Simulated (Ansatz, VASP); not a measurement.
**CaO (Lime) in two plane-wave programs**

Wanted: the spread between two codes on one cell, functional and k mesh.

Method: plane waves, with VASP 6.6.1 beside it; single point at r2SCAN and single point at PBE, in Ansatz 0.2.0.

### Step 1. The starting structure

The structure is cubic, space group Fm-3m (No. 225). The conventional cell has a = 4.715 Å, b = 4.715 Å, c = 4.715 Å, α = 90.00°, β = 90.00°, γ = 90.00°. Ca has 6 O at 2.36 Å nearest. Nearest to O lie 6 Ca at 2.36 Å. Farther neighbours and most contacts between anions are not listed.

Coordinates:

```cif
data_structure
_symmetry_space_group_name_H-M 'P 1'
_symmetry_Int_Tables_number 1
_cell_length_a 3.3338
_cell_length_b 3.3338
_cell_length_c 3.3338
_cell_angle_alpha 60.000
_cell_angle_beta 60.000
_cell_angle_gamma 60.000
_cell_volume 26.20
loop_
_atom_site_label
_atom_site_type_symbol
_atom_site_fract_x
_atom_site_fract_y
_atom_site_fract_z
_atom_site_occupancy
Ca1 Ca 0.00000 0.00000 0.00000 1
O2 O 0.50000 0.50000 0.50000 1
```

### Step 2. Ansatz: single point, r2SCAN

Ansatz runs on its default PAW (the set named soft_2) files.

With cell and atoms fixed, the geometry can't cause a difference; cores, projectors, grids and the points listed under the comparison can.

input.yaml

```yaml
crystal:
  lattice:
    - [0.0, 2.3573739706, 2.3573739706]
    - [2.3573739706, 0.0, 2.3573739706]
    - [2.3573739706, 2.3573739706, 0.0]
  atoms:
    - { symbol: Ca, position: [0.0, 0.0, 0.0] }
    - { symbol: O, position: [0.5, 0.5, 0.5] }
hamiltonian:
  xc: r2scan
  pseudopotentials: { kind: paw }
kpoints:
  mp_grid: { grid: [4, 4, 4] }
scf:
  occupations: { method: gaussian, width: 0.05 }
  n_extra_bands: 4
output:
  forces: true
  stress: true
  eigenvalues: true
```

The run is started by

```sh
$ ansatz run input.yaml --threads 2 --pin off --max-ram 4608MiB --backend cpu --events-out ev --progress --plain --runs-dir out
```

Numbers of over 12 decimals in the logs are rounded to 6 here.

Output:

```text
scf.n_extra_bands = 4 over 8 filled bands (N_el = 16.0): the run solves 12 bands
Engine: ansatz 0.2.0, aarch64-unknown-linux-gnu
Pseudopotentials: kind: paw
Pseudopotential: Ca, paw, valence charge 10, recommended cutoff 500 eV (meta_gga), Ca.paw.azcp
Pseudopotential: O, paw, valence charge 6, recommended cutoff 500 eV (meta_gga), O.paw.azcp
Functional definition: r2SCAN
  parameter k0 = 0.174
  parameter k1 = 0.065
  parameter a1 = 4.9479
  exchange = r2scan_x(k0 = k0, k1 = k1, a1 = a1)
  correlation = r2scan_c
Crystal: 2 atoms, lattice volume = 26.201 Å³
Basis set: ecut = 500 eV, 645 PW (Γ), exchange–correlation on 100×100×100 points (64 copies of the dense FFT grid, shifted against one another)
Bands: 12, of which v1, the nominal top of the filled ones, is band 8 counted from 1 (7 counted from 0)
Symmetry: 48 space group operations
Space group: Fm-3m (ITA 225), of the structure as read, at distance tolerance 3.0e-5 Å
k-points: 8 of 64
Non-local potential: Ca, projectors of the file, l = 0: 3, l = 1: 2, l = 2: 2
Non-local potential: O, projectors of the file, l = 0: 2, l = 1: 2, l = 2: 1
PAW form: soft (Blöchl's): semilocal exchange-correlation on the pseudo side does not see the compensation charge
PAW frozen core: Ca, regenerated for the run's functional (the file was generated under x = pbe(κ = 0.804, μ = 0.219515), c = pbe(β = 0.066725))
PAW frozen core: O, regenerated for the run's functional (the file was generated under x = pbe(κ = 0.804, μ = 0.219515), c = pbe(β = 0.066725))
PAW one-centre angular grid: Ca, 302 points (default); XC on 160 Gauss nodes
PAW one-centre angular grid: O, 302 points (default); XC on 160 Gauss nodes
Initial density: superposition of atomic densities (neutral atoms: chi_scale 0, normalization atom), corrected by the library's trained network
Initial wavefunctions: pseudopotential atomic-orbital guess
Functional: x = r2scan, c = r2scan; τ floored in thin density (d = 2e-4 eV/Å³)
SCF iter   1: F=—  HF=-2393.982369 eV  |F-HF|=—  |Δ(HF+E_count)|=         —  Δρ=1.13e-2  dr2=4.02e-2  dr2_τ=6.94e-2  ethr=1.77e-3  ⟨swp⟩=6.8  Hψ=668  notcnv=0
preconditioner: auto → none  [insulator: Δε(μ)=4.426 eV  Ē_g=19.517 eV  σ=0.050 eV  W_gap=1.00  n_scr=8 (ndim 8)  ℏωp=27.1 eV  f_vac=0.000  D(μ)=0.00/eV (n_scr^D=0)  ε∞_Penn≈2.9]
SCF iter   2: F=—  HF=-2394.067604 eV  |F-HF|=—  |Δ(HF+E_count)|=   8.52e-2  Δρ=1.01e-2  dr2=1.53e-2  dr2_τ=3.73e-3  ethr=2.52e-4  ⟨swp⟩=2.2  Hψ=226  notcnv=0
SCF iter   3: F=—  HF=-2394.064040 eV  |F-HF|=—  |Δ(HF+E_count)|=   3.56e-3  Δρ=2.58e-3  dr2=7.86e-4  dr2_τ=8.33e-5  ethr=9.56e-5  ⟨swp⟩=2.0  Hψ=146  notcnv=0
SCF iter   4: F=—  HF=-2394.063963 eV  |F-HF|=—  |Δ(HF+E_count)|=   7.68e-5  Δρ=4.71e-4  dr2=1.59e-5  dr2_τ=7.78e-6  ethr=4.91e-6  ⟨swp⟩=2.5  Hψ=136  notcnv=0
SCF iter   5: F=—  HF=-2394.063967 eV  |F-HF|=—  |Δ(HF+E_count)|=   3.54e-6  Δρ=6.09e-5  dr2=2.07e-7  dr2_τ=7.67e-8  ethr=9.95e-8  ⟨swp⟩=2.2  Hψ=130  notcnv=0
SCF iter   6: F=-2394.063967 eV  HF=-2394.063967 eV  |F-HF|=8.24e-9  |Δ(HF+E_count)|=   3.05e-7  Δρ=1.04e-5  dr2=1.33e-8  dr2_τ=2.57e-9  ethr=6.25e-10  ⟨swp⟩=5.2  Hψ=458  notcnv=0
SCF 1 converged in 6 iterations: F = -2394.063967 eV  dr2 = 1.33e-8
  greatest PAW one-centre occupation: 0.995 electrons in one spin orbital (limit 2), on the Ca atom at site 0 (counted from 0), in its partial waves of l = 0
SCF converged after 6 iterations
Free energy (F): -2394.063967 eV
Harris-Foulkes:  -2394.063967 eV  (|F-HF|=8.24e-9)
Internal energy: -2394.063967 eV  (E = F + TS)
E sigma→0 (E₀):  -2394.063967 eV
Fermi energy:    10.097591 eV
--- Per-component energies (eV) ---
  E_band       = -102.397146
  E_kinetic    = 459.176222
  E_local      = -860.902263  (includes V_loc(G=0)·N_el)
  E_nonlocal   = 110.661505
  E_hartree    = 285.944037
  E_xc         = -212.922653
  E_vxc        = -303.512464  (∫ρ·V_xc dr)
  E_paw        = -1023.874809  (= ΣΔE_a)
  E_vpaw       = -98.289943  (= ΣTr[D̂ρ^β])
  E_aug_tail   = 0.001148  (compensation charges beyond the density's cutoff)
  E_vtau       = 18.580747  (kinetic-family band-sum trace: ∫τ·v_τ [+ j·A + Jᵃ·Aᵃ] dr)
  E_ewald      = -1151.894547
  E_core_change = -0.252606  (= ΣΔE_core)
  E_smearing   = -0.000000  (= −TS)
  E_closure    = 0.000000  (closes the sum)
  Σ components = -2394.063967   (vs F -2394.063967, Δ=0.00e0)
--- Forces (eV/Å), atoms counted from 1 ---
  atom   1  Ca    -0.00000000     0.00000000     0.00000000
  atom   2  O      0.00000000     0.00000000    -0.00000000
  max |Σ_I F_I| component: 2.54e-29 eV/Å
--- Stress (GPa, compression-positive) ---
        6.636721      -0.000000       0.000000
       -0.000000       6.636721       0.000000
        0.000000      -0.000000       6.636721
  P = ⅓ Tr σ = 6.6367 GPa (66.367 kbar)
--- Band table (eV; the first three rows and the last of 8) ---
  k-point 0: bands = [... 4 lower, -8.5674, 8.0104, 8.0104, 8.0104, 13.9504, 14.9986, 14.9986, 14.9986]
  k-point 1: bands = [... 4 lower, -7.6518, 6.4429, 7.2924, 7.2924, 15.0599, 16.0498, 16.0498, 16.1455]
  k-point 2: bands = [... 4 lower, -7.0225, 5.2717, 6.7031, 6.7031, 15.9817, 17.3614, 17.3614, 17.6901]
  k-point 7: bands = [... 4 lower, -7.7801, 6.6405, 6.9677, 6.9677, 15.1150, 15.1150, 17.5417, 18.6282]
```

It took 1.1 s on 2 threads of Arm Neoverse N1, shared host; peak memory 0.32 GiB.

In the SCF lines HF is the Harris–Foulkes energy and dr2 the Hartree energy of the density residual, in eV; the loop may stop once dr2 is under the threshold and the program's other checks hold. Hψ counts applications of the Hamiltonian.

The run ends at a pressure of 6.64 GPa.

### Step 3. VASP: single point, r2SCAN

The same cell, functional, mesh and smearing now go to VASP, with its own data sets and cutoff.

Lines of VASP's logs that name or quote its potential files are left out, and so is its time.

INCAR

```
SYSTEM = CaO
PREC = Accurate
ENCUT = 460
EDIFF = 1E-06
NELM = 100
ISMEAR = 0
SIGMA = 0.05
LREAL = .FALSE.
ALGO = Normal
METAGGA = R2SCAN
LASPH = .TRUE.
NBANDS = 14
LWAVE = .FALSE.
LCHARG = .FALSE.
KPAR = 8
```

POSCAR

```
CaO
1.0
    0.0000000000      2.3573739706      2.3573739706
    2.3573739706      0.0000000000      2.3573739706
    2.3573739706      2.3573739706      0.0000000000
Ca O
1 1
Direct
    0.0000000000      0.0000000000      0.0000000000
    0.5000000000      0.5000000000      0.5000000000
```

KPOINTS

```
Automatic mesh
0
Gamma
4 4 4
0 0 0
```

Potentials, in the order of the species: Ca_sv_GW and O_GW (PBE family, release 64).

The run is started by

```sh
$ mpirun -np 8 vasp_std
```

Output:

```text
[banner, memory and clock lines left out]
running    8 mpi-ranks, on    1 nodes
 distrk:  each k-point on    1 cores,    8 groups
 distr:  one band on    1 cores,    1 groups

 POSCAR found type information on POSCAR CaO
 POSCAR found :  2 types and       2 ions
|                                                                             |
|           W    W    AA    RRRRR   N    N  II  N    N   GGGG   !!!           |
|           W    W   A  A   R    R  NN   N  II  NN   N  G    G  !!!           |
|           W    W  A    A  R    R  N N  N  II  N N  N  G       !!!           |
|           W WW W  AAAAAA  RRRRR   N  N N  II  N  N N  G  GGG   !            |
|           WW  WW  A    A  R   R   N   NN  II  N   NN  G    G                |
|           W    W  A    A  R    R  N    N  II  N    N   GGGG   !!!           |
|                                                                             |
|     For optimal performance we recommend to set                             |
|       NCORE = 2 up to number-of-cores-per-socket                            |
|     NCORE specifies how many cores store one orbital (NPAR=cpu/NCORE).      |
|     This setting can greatly improve the performance of VASP for DFT.       |
|     The default, NCORE=1 might be grossly inefficient on modern             |
|     multi-core architectures or massively parallel machines. Do your        |
|     Unfortunately you need to use the default for GW and RPA                |
|     calculations (for HF NCORE is supported but not extensively tested      |
|     yet).                                                                   |
|                                                                             |

|                                                                             |
|               ----> ADVICE to this user running VASP <----                  |
|                                                                             |
|     You enforced a specific xc type in the INCAR file but a different       |
|     [... a line on the potential file left out ...]
|     I HOPE YOU KNOW WHAT YOU ARE DOING!                                     |
|                                                                             |

 LDA part: xc-table for (None), standard interpolation
 POSCAR, INCAR and KPOINTS ok, starting setup
 FFT: planning ... GRIDC
 FFT: planning ... GRID_SOFT
 FFT: planning ... GRID
 WAVECAR not read
 entering main loop
       N       E                     dE             d eps       ncg     rms          rms(c)
DAV:   1     0.171778419693E+03    0.17178E+03   -0.74717E+03   224   0.114E+03
DAV:   2    -0.183237858219E+02   -0.19010E+03   -0.16786E+03   294   0.494E+02
DAV:   3    -0.347055627342E+02   -0.16382E+02   -0.15828E+02   370   0.147E+02
DAV:   4    -0.351603231529E+02   -0.45476E+00   -0.45393E+00   322   0.225E+01
DAV:   5    -0.351636403092E+02   -0.33172E-02   -0.33163E-02   312   0.186E+00    0.134E+01
DAV:   6    -0.242750513312E+02    0.10889E+02   -0.64889E+00   360   0.414E+01    0.124E+01
DAV:   7    -0.243924363387E+02   -0.11739E+00   -0.74591E-01   306   0.853E+00    0.778E+00
DAV:   8    -0.244637862984E+02   -0.71350E-01   -0.37307E-01   300   0.106E+01    0.162E+00
DAV:   9    -0.244215570107E+02    0.42229E-01   -0.11697E-01   380   0.521E+00    0.218E-01
DAV:  10    -0.244231475980E+02   -0.15906E-02   -0.55323E-03   292   0.104E+00    0.225E-01
DAV:  11    -0.244236841528E+02   -0.53655E-03   -0.86084E-04   354   0.362E-01    0.164E-01
DAV:  12    -0.244235547167E+02    0.12944E-03   -0.45823E-04   304   0.340E-01    0.834E-02
DAV:  13    -0.244235228265E+02    0.31890E-04   -0.16438E-04   372   0.195E-01    0.261E-02
DAV:  14    -0.244235197823E+02    0.30442E-05   -0.77310E-06   240   0.301E-02    0.210E-02
DAV:  15    -0.244235187057E+02    0.10765E-05   -0.39724E-06   286   0.222E-02    0.109E-02
DAV:  16    -0.244235185065E+02    0.19922E-06   -0.34954E-07   118   0.819E-03
   1 F= -.24423519E+02 E0= -.24423519E+02  d E =-.140951E-21
```

Parts of OUTCAR (step 3):

```text
ion  position               nearest neighbor table
   1  0.000  0.000  0.000-   2 2.36   2 2.36   2 2.36   2 2.36   2 2.36   2 2.36
   2  0.500  0.500  0.500-   1 2.36   1 2.36   1 2.36   1 2.36   1 2.36   1 2.36

  LATTYP: Found a face centered cubic cell.
 ALAT       =     4.7147479412

 Subroutine GETGRP returns: Found 48 space group operations
 (whereof 48 operations were pure point group operations)

The static configuration has the point symmetry O_h .

 Found      8 irreducible k-points:

   k-points           NKPTS =      8   k-points in BZ     NKDIM =      8   number of bands    NBANDS=     14

   dimension x,y,z NGX =    24 NGY =   24 NGZ =   24
   dimension x,y,z NGXF=    48 NGYF=   48 NGZF=   48

   ENCUT  =  460.0 eV  33.81 Ry    5.81 a.u.   5.83  5.83  5.83*2*pi/ulx,y,z

   NELECT =      16.0000    total number of electrons

 k-points in reciprocal lattice and weights: Automatic mesh
   0.00000000  0.00000000  0.00000000       0.016
   0.25000000  0.00000000  0.00000000       0.125
   0.50000000  0.00000000  0.00000000       0.062
   0.25000000  0.25000000  0.00000000       0.094
   0.50000000  0.25000000  0.00000000       0.375
  -0.25000000  0.25000000  0.00000000       0.188
   0.50000000  0.50000000  0.00000000       0.047
  -0.25000000  0.50000000  0.25000000       0.094

 average (electrostatic) potential at core
       1 -95.5137       2 -71.1098

 E-fermi :   5.0788

 k-point     1 :       0.0000    0.0000    0.0000
  band No.  band energies     occupation
    ...
      4     -13.9245      2.00000
      5     -11.8295      2.00000
      6       4.7483      2.00000
      7       4.7483      2.00000
      8       4.7483      2.00000
      9      10.6890      0.00000
     10      11.7429      0.00000
     11      11.7429      0.00000
     12      11.7429      0.00000
     13      13.4641      0.00000
    ...

 k-point     2 :       0.2500    0.0000    0.0000
  band No.  band energies     occupation
    ...
      4     -13.9545      2.00000
      5     -10.9171      2.00000
      6       3.1828      2.00000
      7       4.0316      2.00000
      8       4.0316      2.00000
      9      11.8018      0.00000
     10      12.7936      0.00000
     11      12.7936      0.00000
     12      12.8761      0.00000
     13      14.8582      0.00000
    ...

 k-point     3 :       0.5000    0.0000    0.0000
  band No.  band energies     occupation
    ...
      4     -13.9833      2.00000
      5     -10.2898      2.00000
      6       2.0130      2.00000
      7       3.4431      2.00000
      8       3.4431      2.00000
      9      12.7268      0.00000
     10      14.1052      0.00000
     11      14.1052      0.00000
     12      14.4016      0.00000
     13      16.4564      0.00000
    ...

  Total        0.7160513      0.7160513      0.7160513      0.0000000     -0.0000000      0.0000000
  in kB       43.7864049     43.7864049     43.7864049      0.0000000     -0.0000000      0.0000000
  external PRESSURE =      43.7864049 kB  Pullay stress =       0.0000000 kB

  energy-cutoff  :      460.00
  volume of cell :       26.20
      direct lattice vectors                 reciprocal lattice vectors
     0.000000000  2.357373971  2.357373971    -0.212100416  0.212100416  0.212100416
     2.357373971  0.000000000  2.357373971     0.212100416 -0.212100416  0.212100416
     2.357373971  2.357373971  0.000000000     0.212100416  0.212100416 -0.212100416

 POSITION                                       TOTAL-FORCE (eV/Angst)
 -----------------------------------------------------------------------------------
      0.00000      0.00000      0.00000        -0.000000      0.000000     -0.000000
      2.35737      2.35737      2.35737         0.000000     -0.000000      0.000000
 -----------------------------------------------------------------------------------
    total drift:                                0.000000     -0.000000     -0.000000

  FREE ENERGIE OF THE ION-ELECTRON SYSTEM (eV)
  ---------------------------------------------------
  free  energy   TOTEN  =       -24.4235185065 eV

  energy  without entropy=      -24.4235185065  energy(sigma->0) =      -24.42351851

[... 3 further parts left out ...]
```

The run ends at a pressure of 4.38 GPa.

### Step 4. Comparison

Known differences besides the potentials themselves: VASP keeps PBE cores, Ansatz makes them for the functional; the cutoff is 500 eV in Ansatz and 460 eV in VASP. Total energies have different zeros and are not compared.

Both answers:

| quantity | Ansatz | VASP | difference |
| --- | --- | --- | --- |
| gap on the k mesh (eV) | 4.174 | 4.181 | -0.006 |

Not compared: the pressure (VASP's GW data sets at this cutoff don't carry it). A gap on the mesh is an upper bound, since the band edges may lie between its points.

### Step 5. Other set-ups

Further runs change the set-up of one program: Ansatz's method, potentials or start, or VASP's data sets, cutoff or form of LDA. The table gives Ansatz less VASP for each quantity, since a change that brings one quantity closer may part another.

| run | gap on the k mesh (eV) |
| --- | --- |
| as above | -0.0060 |
| cores kept as stored | -0.0033 |
| Ansatz's all-electron LAPW method | -0.0070 |
| Ansatz's larger PAW set (cutoff 900 eV) | -0.0083 |
| norm-conserving potentials (cutoff 1290 eV) | -0.0090 |

(Part 1 of 2 ends here.)

[Lines on the potential files, build, host, timing and source positions are cut from VASP's logs without a mark.]

[Logs are printed without paths, hosts, clocks, repeated set-up lines and the standing remarks that a program may print on its own settings, such as how far it seeks lower states.]

[Hosts, paths, dates, database ids (printed as entryN), source tags and the programs' standing remarks are cut or masked in the printed files.]
